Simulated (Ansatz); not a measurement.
**CaS (Oldhamite): properties at the relaxed cell**

An exercise on one series of results from a longer session: the logs are not shown, and one member is left open.

The COD entry's cell or inner coordinates are ideal or old and differ from later refinements, so a difference from it is no clean test against experiment.

Program: Ansatz 0.2.0. Level of theory: DFT PBE, scalar-relativistic, plane waves, PAW. These are calculated values, not measurements.

**Starting point**

The structure is cubic, space group Fm-3m (No. 225). Conventional cell: a = 5.712 Å, b = 5.712 Å, c = 5.712 Å, α = 90.00°, β = 90.00°, γ = 90.00°. Around Ca (site symmetry m-3m) lie 6 S at 2.86 Å. S (site symmetry m-3m) has 6 Ca at 2.86 Å as nearest neighbours.

As a file:

```
Ca S
1.0
     0.00000    2.85603    2.85603
     2.85603    0.00000    2.85603
     2.85603    2.85603    0.00000
Ca S
1 1
Direct
  0.00000 0.00000 0.00000
  0.50000 0.50000 0.50000
```

This cell was relaxed beforehand with the same method: volume 23.30 Å³/atom, gap on the mesh 2.38 eV.

Set-up of the first run:

File input.yaml:

```yaml
crystal:
  lattice:
    - [0.0, 2.8560320322, 2.8560320322]
    - [2.8560320322, 0.0, 2.8560320322]
    - [2.8560320322, 2.8560320322, 0.0]
  atoms:
    - { symbol: Ca, position: [0.0, 0.0, 0.0] }
    - { symbol: S, position: [0.5, 0.5, 0.5] }
basis:
  ecutwfc: 420
kpoints:
  mp_grid: { grid: [8, 8, 8] }
  band_path:
    path:
      - [[0.0, 0.0, 0.0], [0.5, 0.0, 0.5], [0.625, 0.25, 0.625]]
      - [[0.375, 0.375, 0.75], [0.0, 0.0, 0.0], [0.5, 0.5, 0.5], [0.5, 0.25, 0.75], [0.5, 0.0, 0.5]]
    npoints: 14
hamiltonian:
  xc: pbe
scf:
  occupations: { method: gaussian, width: 0.02 }
  n_extra_bands: 6
output:
  forces: true
  stress: true
  eigenvalues: true
  populations: true
  dos: { projected: true, de: 0.02, nscf_kmesh: { grid: [12, 12, 12] } }
  bader: true
  write_density: true
  write_potential: true
  elf: true
  volumetric_format: npy
```

Run with:

```
$ ansatz run input.yaml --threads 1 --pin off --max-ram 2560MiB --backend cpu --events-out ev --progress --plain --runs-dir out
```

Among the steps run: Static run: bands, density of states and charges; Band edges anywhere in the zone; Levels beside the edges; The cell as listed, for comparison; Point at V/V0 = 0.97; Point at V/V0 = 1.03; The cell scaled to 0.94 of its volume; The cell scaled to 1.06 of its volume; The cell scaled to 0.91 of its volume; The cell scaled to 1.10 of its volume; The cell scaled to 0.88 of its volume.

One of the session's tables, all rows but one given; the rest of the session is left out.

It belongs to the step «Energy against volume». 

```
volume (Å³/atom)  energy above the lowest point (meV/atom)  pressure (GPa)  gap on the mesh (eV)
          20.501                                      73.9            9.46                  2.04
          21.200                                      39.3            6.51                  2.15
          21.899                                         ?               ?                     ?
          22.598                                       3.9            1.84                  2.31
          23.296                                       0.0           -0.01                  2.38
          23.995                                       3.6           -1.59                  2.44
          24.694                                      13.6           -2.95                  2.50
          25.626                                      35.3           -4.47                  2.56
```

Q: Estimate the row for volume (Å³/atom) = 21.899 from the others.

Worked estimate for «energy above the lowest point (meV/atom)». A straight line through the neighbours (21.200, 39.3) and (22.598, 3.9) gives 39.3 + (3.9 − 39.3) × (21.899 − 21.200) / (22.598 − 21.200) = 21.6; a parabola fitted to 4 rows on both sides gives 16.5.

As computed: energy above the lowest point (meV/atom): 16.5; pressure (GPa): 3.99; gap on the mesh (eV): 2.23. In «energy above the lowest point (meV/atom)» the line misses by +5.1 and the parabola by 0.0.

Limits of these values: Absorption along x passes 10⁴ cm⁻¹ at 3.2 eV, beside a least direct gap of 3.18 eV on the SCF mesh; the indirect gap of 2.38 eV gives no absorption without phonons.
